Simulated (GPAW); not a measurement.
The system is Te2Mo.

```
Te Mo
1.0
     3.51820    0.00000    0.00000
    -1.75910    3.04685    0.00000
     0.00000    0.00000   13.97360
Te Mo
4 2
Direct
  0.66667 0.33333 0.37900
  0.33333 0.66667 0.87900
  0.66667 0.33333 0.12100
  0.33333 0.66667 0.62100
  0.66667 0.33333 0.75000
  0.33333 0.66667 0.25000
```

Base run:

* Program: GPAW 26.7.0
* Functional: BLYP
* Potentials or basis: PAW data sets generated in the run's folder for this functional
* Cutoff: 600 eV
* Basis: pw
* k mesh: 9 × 9 × 2
* Occupations: fermi-dirac, width 0.05 eV
* Spin: no spin polarisation

Its results: band gap on the k mesh 0.81 eV, indirect (least direct gap 1.03 eV); pressure 8.2 GPa; largest force 0.348 eV/Å.

Problem. The run is repeated on the same cell with these changes: functional from BLYP to revPBE; potentials or basis from PAW data sets generated in the run's folder for this functional to the program's PAW data sets (release 1.2.1) made for this functional. What comes out?

Solution. Band gap on the k mesh 0.79 eV, indirect (least direct gap 1.03 eV); pressure 3.8 GPa; largest force 0.175 eV/Å.

Caveats: spin-orbit coupling is left out, which moves the levels of the heavy elements; this functional lacks dispersion, which binds the layers, so the pressure and a relaxed spacing across them are unreliable.

A k mesh can miss the band edges.
